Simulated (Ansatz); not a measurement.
# Ir (P6_3/mmc) in Ansatz: a series of runs

The runs below take Ir through relaxation of cell and atoms, with PBEsol+D4, RPBE+D3(BJ), RPBE+D4.

All numbers are computed with Ansatz 0.2.0; they aren't measurements. Logs are shortened: lines on timing, memory, paths and dates and some standing lists are left out, and cuts for length are marked.

### Step 1. Starting point

The structure is hexagonal, space group P6_3/mmc (No. 194). The conventional cell has a = 2.751 Å, b = 2.751 Å, c = 4.462 Å, α = 90.00°, β = 90.00°, γ = 120.00°. Around Ir (site symmetry -6m2) lie 12 Ir at 2.74 to 2.75 Å.

This isn't the form of Ir at room conditions, which is fcc.

### Step 2. Relaxation of cell and atoms, PBEsol+D4

input.yaml

```yaml
crystal:
  lattice:
    - [2.7513778946, 0.0, 0.0]
    - [-1.3756889473, 2.3827631521, 0.0]
    - [0.0, 0.0, 4.46229]
  atoms:
    - { symbol: Ir, position: [0.3333333333, 0.6666666667, 0.25] }
    - { symbol: Ir, position: [0.6666666667, 0.3333333333, 0.75] }
hamiltonian:
  xc: pbesol
  pseudopotentials: { kind: paw }
  dispersion: d4
kpoints:
  mp_grid: { grid: [11, 11, 6] }
scf:
  occupations: { method: fermi_dirac, width: 0.05 }
output:
  forces: true
  stress: true
  eigenvalues: true
relax:
  f_tol: 0.01
  max_steps: 40
  cell: { stress_tol: 0.05 }
```

Potentials or basis: Ansatz PAW.

Run with:

```bash
$ ansatz run input.yaml --threads 2 --pin off --max-ram 5632MiB --backend cpu --events-out ev --progress --plain --runs-dir out
```

Log:

```text
Warning: RAYON_NUM_THREADS=2 ignored (pool sized by the plan → 2); use --threads N
Engine: ansatz 0.2.0, aarch64-unknown-linux-gnu
Pseudopotentials: kind: paw
Pseudopotential: Ir, paw, valence charge 17, recommended cutoff 420 eV (normal), Ir.paw.azcp
Functional definition: PBEsol
  exchange = pbesol_x
  correlation = pbesol_c
Crystal: 2 atoms, lattice volume = 29.254 Å³
Basis set: ecut = 420 eV, 573 PW (Γ), exchange–correlation on 40×40×60 points (8 copies of the dense FFT grid, shifted against one another)
Bands: 21, of which v1, the nominal top of the filled ones, is band 17 counted from 1 (16 counted from 0)
Symmetry: 24 space group operations
Space group: P63/mmc (ITA 194), of the structure as read, at distance tolerance 3.1e-5 Å
k-points: 64 of 726
Non-local potential: Ir, projectors of the file, l = 0: 3, l = 1: 2, l = 2: 2, l = 3: 1
PAW form: soft (Blöchl's): semilocal exchange-correlation on the pseudo side does not see the compensation charge
PAW frozen core: Ir, regenerated for the run's functional, and the local potential with it (the file was generated under x = pbe(κ = 0.804, μ = 0.2195149727645171), c = pbe(β = 0.06672455060314922))
PAW one-centre angular grid: Ir, 590 points (default); XC on 64 Gauss nodes
Initial density: superposition of atomic densities (neutral atoms: chi_scale 0, normalization atom), corrected by the library's trained network
Initial wavefunctions: pseudopotential atomic-orbital guess
Functional: x = pbesol(κ = 0.804, μ = 0.12345679012345678), c = pbesol(β = 0.046)
SCF iter   1: F=—  HF=-23598.904670 eV  |F-HF|=—  |Δ(HF+E_count)|=         —  Δρ=1.14e-2  dr2=2.00e-2  ethr=1.77e-3  ⟨swp⟩=4.8  Hψ=5260  notcnv=0
preconditioner: auto → none  [metal: Δε(μ)=0.017 eV  Ē_g=7.768 eV  σ=0.050 eV  W_gap=0.08  n_scr=8 (ndim 8)  ℏωp=29.1 eV  f_vac=0.000  D(μ)=3.15/eV (n_scr^D=36)  sad-step TF]
SCF iter   2: F=—  HF=-23598.903336 eV  |F-HF|=—  |Δ(HF+E_count)|=   1.33e-3  Δρ=6.45e-3  dr2=6.43e-3  ethr=5.88e-5  ⟨swp⟩=1.2  Hψ=1890  notcnv=0
SCF iter   3: F=—  HF=-23598.902460 eV  |F-HF|=—  |Δ(HF+E_count)|=   8.76e-4  Δρ=3.60e-4  dr2=1.80e-5  ethr=1.89e-5  ⟨swp⟩=2.0  Hψ=1878  notcnv=0
SCF iter   4: F=—  HF=-23598.902486 eV  |F-HF|=—  |Δ(HF+E_count)|=   2.59e-5  Δρ=4.81e-5  dr2=5.73e-7  ethr=5.28e-8  ⟨swp⟩=2.0  Hψ=1929  notcnv=0
iter 5 did not close the SCF: its close was put off for the readings that it lacked (scf_convergence_deferred on its scf_iter line)
SCF iter   5: F=-23598.902486 eV  HF=-23598.902486 eV  |F-HF|=1.05e-9  |Δ(HF+E_count)|=   1.62e-7  Δρ=6.11e-6  dr2=3.73e-9  ethr=1.68e-9  ⟨swp⟩=2.3  Hψ=2186  notcnv=0
SCF iter   6: F=-23598.902486 eV  HF=-23598.902486 eV  |F-HF|=1.82e-11  |Δ(HF+E_count)|=  2.15e-10  Δρ=7.81e-7  dr2=7.48e-11  ethr=1.10e-11  ⟨swp⟩=1.9  Hψ=4186  notcnv=0
SCF 1 converged in 6 iterations: F = -23598.902486 eV  dr2 = 7.48e-11
relax step   1: F+E_penalty+E_count = -23598.90248588 eV  Δ(F+E_penalty+E_count) = +0.000e0 eV  max|allowed force component| = 6.939e-17 eV/Å  Δτ_max = 0.0000 Å  P = -17.420 GPa  Ω = 29.254 Å³  (6 SCF iters, dr2 threshold 1.00e-7 eV, accepted)
Crystal: 2 atoms, lattice volume = 25.228 Å³
Basis set: ecut = 420 eV, 525 PW (Γ), exchange–correlation on 40×40×60 points (8 copies of the dense FFT grid, shifted against one another)
Initial density: handed on by an earlier stage of this run
Initial wavefunctions: those handed on with the density
iter 1 solved again at ethr=1.14e-5 eV; its pass at ethr=3.10e-3 eV (dr2=3.89e-3 eV) is discarded
SCF iter   1: F=—  HF=-23598.608411 eV  |F-HF|=—  |Δ(HF+E_count)|=         —  Δρ=5.96e-3  dr2=3.82e-3  ethr=1.14e-5  ⟨swp⟩=2.1  Hψ=8115  notcnv=0
preconditioner: auto → none  [metal: Δε(μ)=0.030 eV  Ē_g=9.308 eV  σ=0.050 eV  W_gap=0.15  n_scr=8 (ndim 8)  ℏωp=31.4 eV  f_vac=0.000  D(μ)=2.61/eV (n_scr^D=34)]
SCF iter   2: F=—  HF=-23598.609258 eV  |F-HF|=—  |Δ(HF+E_count)|=   8.46e-4  Δρ=2.76e-3  dr2=5.71e-4  ethr=1.12e-5  ⟨swp⟩=2.4  Hψ=1886  notcnv=0
SCF iter   3: F=—  HF=-23598.609774 eV  |F-HF|=—  |Δ(HF+E_count)|=   5.16e-4  Δρ=3.80e-4  dr2=2.21e-5  ethr=1.68e-6  ⟨swp⟩=1.6  Hψ=1780  notcnv=0
SCF iter   4: F=—  HF=-23598.609789 eV  |F-HF|=—  |Δ(HF+E_count)|=   1.46e-5  Δρ=4.10e-5  dr2=1.31e-7  ethr=6.51e-8  ⟨swp⟩=2.1  Hψ=1967  notcnv=0
iter 5 did not close the SCF: its close was put off for the readings that it lacked (scf_convergence_deferred on its scf_iter line)
SCF iter   5: F=-23598.609789 eV  HF=-23598.609789 eV  |F-HF|=1.18e-9  |Δ(HF+E_count)|=   1.14e-7  Δρ=4.79e-6  dr2=3.60e-9  ethr=3.86e-10  ⟨swp⟩=2.4  Hψ=2254  notcnv=0
SCF iter   6: F=-23598.609789 eV  HF=-23598.609789 eV  |F-HF|=3.64e-12  |Δ(HF+E_count)|=  2.22e-10  Δρ=3.46e-7  dr2=8.37e-12  ethr=1.06e-11  ⟨swp⟩=1.4  Hψ=3585  notcnv=0
SCF 2 converged in 6 iterations: F = -23598.609789 eV  dr2 = 8.37e-12
relax step   2: F+E_penalty+E_count = -23598.60978872 eV  Δ(F+E_penalty+E_count) = +2.927e-1 eV  max|allowed force component| = 6.939e-17 eV/Å  Δτ_max = 0.0000 Å  P = +50.561 GPa  Ω = 25.228 Å³  energy of the carried Pulay correction = +1.648e-3 eV  (6 SCF iters, dr2 threshold 2.00e-7 eV, rejected (line search))
Crystal: 2 atoms, lattice volume = 28.105 Å³
Basis set: ecut = 420 eV, 549 PW (Γ), exchange–correlation on 40×40×60 points (8 copies of the dense FFT grid, shifted against one another)
iter 1 solved again at ethr=6.30e-6 eV; its pass at ethr=3.10e-3 eV (dr2=2.14e-3 eV) is discarded
[... 18 lines left out ...]
iter 5 did not close the SCF: its close was put off for the readings that it lacked (scf_convergence_deferred on its scf_iter line)
SCF iter   5: F=-23598.983446 eV  HF=-23598.983446 eV  |F-HF|=1.82e-11  |Δ(HF+E_count)|=  4.98e-10  Δρ=3.48e-7  dr2=8.31e-12  ethr=1.65e-12  ⟨swp⟩=2.7  Hψ=2328  notcnv=0
SCF iter   6: F=-23598.983446 eV  HF=-23598.983446 eV  |F-HF|=7.28e-12  |Δ(HF+E_count)|=  1.46e-11  Δρ=4.17e-8  dr2=2.19e-13  ethr=1.00e-12  ⟨swp⟩=1.0  Hψ=2944  notcnv=0
SCF 4 converged in 6 iterations: F = -23598.983446 eV  dr2 = 2.19e-13
relax step   4: F+E_penalty+E_count = -23598.98344636 eV  Δ(F+E_penalty+E_count) = -3.031e-3 eV  max|allowed force component| = 2.267e-16 eV/Å  Δτ_max = 0.0000 Å  P = -0.072 GPa  Ω = 27.852 Å³  energy of the carried Pulay correction = +5.474e-4 eV  (6 SCF iters, dr2 threshold 2.00e-7 eV, accepted)
Crystal: 2 atoms, lattice volume = 27.847 Å³
iter 1 solved again at ethr=1.90e-11 eV; its pass at ethr=3.10e-3 eV (dr2=6.47e-9 eV) is discarded
SCF iter   1: F=—  HF=-23598.983430 eV  |F-HF|=—  |Δ(HF+E_count)|=         —  Δρ=7.86e-6  dr2=9.16e-9  ethr=1.90e-11  ⟨swp⟩=3.3  Hψ=7434  notcnv=0
preconditioner: auto → none  [metal: Δε(μ)=0.020 eV  Ē_g=8.246 eV  σ=0.050 eV  W_gap=0.10  n_scr=8 (ndim 8)  ℏωp=29.9 eV  f_vac=0.000  D(μ)=2.98/eV (n_scr^D=36)]
iter 2 did not close the SCF: its close was put off for the readings that it lacked (scf_convergence_deferred on its scf_iter line)
SCF iter   2: F=-23598.983450 eV  HF=-23598.983450 eV  |F-HF|=5.86e-10  |Δ(HF+E_count)|=   1.91e-5  Δρ=3.51e-6  dr2=1.10e-9  ethr=1.90e-11  ⟨swp⟩=2.0  Hψ=1903  notcnv=0
iter 3 did not close the SCF: its close was put off for the readings that it lacked (scf_convergence_deferred on its scf_iter line)
SCF iter   3: F=-23598.983450 eV  HF=-23598.983450 eV  |F-HF|=3.64e-12  |Δ(HF+E_count)|=  6.33e-10  Δρ=6.30e-7  dr2=4.88e-11  ethr=3.25e-12  ⟨swp⟩=1.1  Hψ=1384  notcnv=0
iter 4 did not close the SCF: its close was put off for the readings that it lacked (scf_convergence_deferred on its scf_iter line)
SCF iter   4: F=-23598.983450 eV  HF=-23598.983450 eV  |F-HF|=3.64e-12  |Δ(HF+E_count)|=  2.18e-11  Δρ=5.50e-8  dr2=2.56e-13  ethr=1.00e-12  ⟨swp⟩=1.0  Hψ=1344  notcnv=0
iter 5 did not close the SCF: its close was put off for the readings that it lacked (scf_convergence_deferred on its scf_iter line)
SCF iter   5: F=-23598.983450 eV  HF=-23598.983450 eV  |F-HF|=3.64e-12  |Δ(HF+E_count)|=  3.64e-12  Δρ=9.57e-9  dr2=1.03e-14  ethr=1.00e-12  ⟨swp⟩=1.0  Hψ=1344  notcnv=0
SCF iter   6: F=-23598.983450 eV  HF=-23598.983450 eV  |F-HF|=1.09e-11  |Δ(HF+E_count)|=  7.28e-12  Δρ=2.39e-9  dr2=1.16e-15  ethr=1.00e-12  ⟨swp⟩=1.0  Hψ=2944  notcnv=0
SCF 5 converged in 6 iterations: F = -23598.983450 eV  dr2 = 1.16e-15
relax step   5: F+E_penalty+E_count = -23598.98344955 eV  Δ(F+E_penalty+E_count) = -3.189e-6 eV  max|allowed force component| = 1.342e-16 eV/Å  Δτ_max = 0.0000 Å  P = +0.001 GPa  Ω = 27.847 Å³  energy of the carried Pulay correction = +5.494e-4 eV  (6 SCF iters, dr2 threshold 1.39e-8 eV, accepted)
Initial wavefunctions: pseudopotential atomic-orbital guess (no wavefunctions were taken with the density)
iter 1 solved again at ethr=4.41e-9 eV; its pass at ethr=3.10e-3 eV (dr2=1.50e-6 eV) is discarded
SCF iter   1: F=—  HF=-23598.982685 eV  |F-HF|=—  |Δ(HF+E_count)|=         —  Δρ=1.66e-4  dr2=1.27e-6  ethr=4.41e-9  ⟨swp⟩=4.0  Hψ=9636  notcnv=0
SCF iter   2: F=—  HF=-23598.982704 eV  |F-HF|=—  |Δ(HF+E_count)|=   1.89e-5  Δρ=7.64e-5  dr2=2.34e-7  ethr=3.73e-9  ⟨swp⟩=2.1  Hψ=2451  notcnv=0
SCF iter   3: F=—  HF=-23598.982704 eV  |F-HF|=—  |Δ(HF+E_count)|=   1.00e-9  Δρ=8.27e-6  dr2=4.54e-9  ethr=6.89e-10  ⟨swp⟩=2.9  Hψ=1957  notcnv=0
SCF iter   4: F=—  HF=-23598.982704 eV  |F-HF|=—  |Δ(HF+E_count)|=  8.99e-10  Δρ=1.73e-6  dr2=1.79e-10  ethr=1.34e-11  ⟨swp⟩=2.0  Hψ=2438  notcnv=0
iter 5 did not close the SCF: its close was put off for the readings that it lacked (scf_convergence_deferred on its scf_iter line)
SCF iter   5: F=-23598.982704 eV  HF=-23598.982704 eV  |F-HF|=7.28e-12  |Δ(HF+E_count)|=  1.20e-10  Δρ=1.18e-7  dr2=9.37e-13  ethr=1.00e-12  ⟨swp⟩=1.0  Hψ=1344  notcnv=0
SCF iter   6: F=-23598.982704 eV  HF=-23598.982704 eV  |F-HF|=0.00e0  |Δ(HF+E_count)|=  7.28e-12  Δρ=1.61e-8  dr2=2.47e-14  ethr=1.00e-12  ⟨swp⟩=3.1  Hψ=5153  notcnv=0
SCF 6 converged in 6 iterations: F = -23598.982704 eV  dr2 = 2.47e-14
relax step   6: F+E_penalty+E_count = -23598.98270411 eV  Δ(F+E_penalty+E_count) = +7.454e-4 eV  max|allowed force component| = 1.480e-16 eV/Å  Δτ_max = 0.0000 Å  P = +0.045 GPa  Ω = 27.847 Å³  stress off target by 4.84e-2 GPa  SCF on the basis re-selected at this cell (its energy is not comparable with the rows above)  (6 SCF iters)
basis re-selected at this cell: Δ(F+E_penalty+E_count) = +7.454e-4 eV, ΔP = +0.044 GPa vs the last step (what re-selecting the basis moved, of the pressure what is left beyond the Pulay correction that the steps carried, after the strain that the cell walked since its last selection, with what the two solves' SCF thresholds leave and, on support functions, any second-order correction that the steps lacked; it is no measure of the basis error at this ecutwfc). This SCF's stress stands 4.84e-2 GPa from its target on what of the cell is left free (relax.cell.stress_tol is 5.00e-2 GPa) and its largest allowed force component is 1.48e-16 eV/Å (relax.f_tol is 1.00e-2 eV/Å): within both
SCF converged after 6 iterations
Free energy (F): -23598.982704 eV
Harris-Foulkes:  -23598.982704 eV  (|F-HF|=0.00e0)
Internal energy: -23598.959288 eV  (E = F + TS)
E sigma→0 (E₀):  -23598.970996 eV
Entropy (-TS):   -0.023416 eV (-11.708 meV/atom)
Fermi energy:    26.283446 eV
--- Per-component energies (eV) ---
  E_band       = -155.182452
  E_kinetic    = 1248.240163
  E_local      = -2096.573481  (includes V_loc(G=0)·N_el)
  E_nonlocal   = 151.726048
  E_hartree    = 805.462587
  E_xc         = -533.708079
  E_vxc        = -600.328309  (∫ρ·V_xc dr)
  E_paw        = -18177.593142  (= ΣΔE_a)
  E_vpaw       = -469.172147  (= ΣTr[D̂ρ^β])
  E_aug_tail   = 0.000104  (compensation charges beyond the density's cutoff)
  E_ewald      = -4995.951603
  E_disp       = -1.092456  (pairwise vdW)
  E_core_change = 0.530570  (= ΣΔE_core)
  E_smearing   = -0.023416  (= −TS)
  E_closure    = -0.000000  (closes the sum)
  Σ components = -23598.982704   (vs F -23598.982704, Δ=0.00e0)
--- Forces (eV/Å), atoms counted from 1 ---
  atom   1  Ir     0.00000000     0.00000000     0.00000000
  atom   2  Ir     0.00000000    -0.00000000     0.00000000
  max |Σ_I F_I| component: 0.00e0 eV/Å
--- Stress (GPa, compression-positive) ---
        0.043694      -0.000000       0.000000
       -0.000000       0.043694       0.000000
        0.000000       0.000000       0.048432
  P = ⅓ Tr σ = 0.0453 GPa (0.453 kbar)
--- Band table (eV; the first three rows and the last of 64) ---
  k-point 0: bands = ["-66.7529", "-66.6793", "-24.0503", "-23.3058", "-23.3058", "-23.1963", "-23.1830", "-23.1830", "14.8215", "17.8881", "22.2239", "22.3258", "22.3258", "23.0095", "23.0095", "23.8341", "23.8341", "25.3704", "26.5805", "26.5805", "33.5072"]
  k-point 1: bands = ["-66.7480", "-66.6842", "-23.9954", "-23.2976", "-23.2976", "-23.2560", "-23.1913", "-23.1913", "15.1400", "17.9053", "22.0763", "22.2011", "22.2011", "22.8468", "22.8468", "24.2112", "24.2112", "24.3171", "26.5675", "26.5675", "35.0148"]
  k-point 2: bands = ["-66.7346", "-66.6977", "-23.8439", "-23.4172", "-23.2752", "-23.2752", "-23.2139", "-23.2139", "16.0114", "17.7853", "21.7669", "22.0959", "22.0959", "22.4998", "22.4998", "22.6048", "25.0048", "25.0048", "26.3707", "26.3707", "38.1209"]
  k-point 63: bands = ["-66.6651", "-66.6651", "-23.8794", "-23.8794", "-23.6566", "-23.6566", "-23.3510", "-23.3510", "19.5864", "19.5864", "20.7633", "20.7633", "21.9891", "21.9891", "23.8952", "23.8952", "26.6842", "26.6842", "32.8183", "32.8183", "34.3518"]
--- Relaxed structure (5 steps of the walk, 4 accepted, 1 SCFs on fresh bases) ---
  F+E_penalty+E_count = -23598.98270411 eV   max|allowed force component| = 1.480e-16 eV/Å   (the final SCF, on the basis selected at the relaxed cell)
  cell:  # Å, volume = 27.8470 Å³
    - [2.706679800028275, 2.8662221122857445e-35, 0.0]
    - [-1.3533399000141375, 2.3440534667346706, 0.0]
    - [0.0, 0.0, 4.389084938845526]
  atoms:
    - { symbol: Ir, position: [0.3333333333333333, 0.6666666666666666, 0.24999999999999997] }
    - { symbol: Ir, position: [0.6666666666666666, 0.3333333333333333, 0.7499999999999999] }
```

Run time: 5.6 s. Hardware: 2 threads of Arm Neoverse V2, shared host; peak memory 0.32 GiB.

Results:

- Free energy: -23598.9827 eV
- Relaxed volume: 13.92 Å³/atom
- Relaxed cell: a = 2.707 Å, b = 2.707 Å, c = 4.389 Å, α = 90.00°, β = 90.00°, γ = 120.00°
- Space group after relaxing (to 0.05 Å): P6_3/mmc (No. 194)
- Energy gained by relaxing: 40.1 meV/atom
- Ionic steps: 5
- Pressure after relaxing: 0.0 GPa
- Band gap on the k mesh: none (metal or under the smearing width)

The path:
| step | energy change (eV) | largest force (eV/Å) | volume (Å³) |
| --- | --- | --- | --- |
| 1 | 0.0000 | 0.0000 | 29.25 |
| 2 | -0.0779 | 0.0000 | 28.11 |
| 3 | -0.0810 | 0.0000 | 27.85 |
| 4 | -0.0810 | 0.0000 | 27.85 |
| 5 | -0.0802 | 0.0000 | 27.85 |

Final structure:
```xyz
2
Lattice="2.7067 0.0000 0.0000 -1.3533 2.3441 0.0000 0.0000 0.0000 4.3891" Properties=species:S:1:pos:R:3 pbc="T T T"
Ir    0.0000    1.5627    1.0973
Ir    1.3533    0.7814    3.2918
```

Caveat: the plane-wave basis is chosen anew once the cell has moved, so the energies of steps on either side of that aren't comparable; pairwise dispersion overbinds metals, which lowers pressure and volume; the PAW data sets come from PBE, with cores solved anew for the run's functional, which leaves a small shift of forces and pressure. The run has no spin-orbit coupling, so splittings on Ir are missing.

[end of part 1 of 2]
